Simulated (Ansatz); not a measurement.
## Relaxing As in the sc type

First guess:

```yaml
crystal:
  lattice:
    - [2.49035, 0.00000, 0.00000]
    - [0.00000, 2.49035, 0.00000]
    - [0.00000, 0.00000, 2.49035]
  atoms:
    - { symbol: As, position: [0.00000, 0.00000, 0.00000] }
```

Theory: DFT, PBE, PAW with Ansatz's default frozen-core files, scalar-relativistic in Ansatz 0.2.0.

Cell and atoms relax within the symmetry of the start on a 13×13×13 k mesh with 0.03 eV Fermi–Dirac smearing.

The start is built from a prototype, known or not as a phase of this compound; the cutoff is 420 eV.

(1) What is the pressure of the first guess?

(2) What does it relax to?

(3) How much energy does the relaxation release?

## Answers

(1) 39.4 GPa.

(2) a = 2.729 Å, b = 2.729 Å, c = 2.729 Å, α = 90.00°, β = 90.00°, γ = 90.00° (conventional cell), 20.33 Å³ per atom:
```cif
data_structure
_symmetry_space_group_name_H-M 'Pm-3m'
_symmetry_Int_Tables_number 221
_cell_length_a 2.7293
_cell_length_b 2.7293
_cell_length_c 2.7293
_cell_angle_alpha 90.000
_cell_angle_beta 90.000
_cell_angle_gamma 90.000
_cell_volume 20.33
loop_
_atom_site_label
_atom_site_type_symbol
_atom_site_symmetry_multiplicity
_atom_site_Wyckoff_symbol
_atom_site_fract_x
_atom_site_fract_y
_atom_site_fract_z
_atom_site_occupancy
As1 As 1 a 0.00000 0.00000 0.00000 1
```

(3) 482 meV/atom.
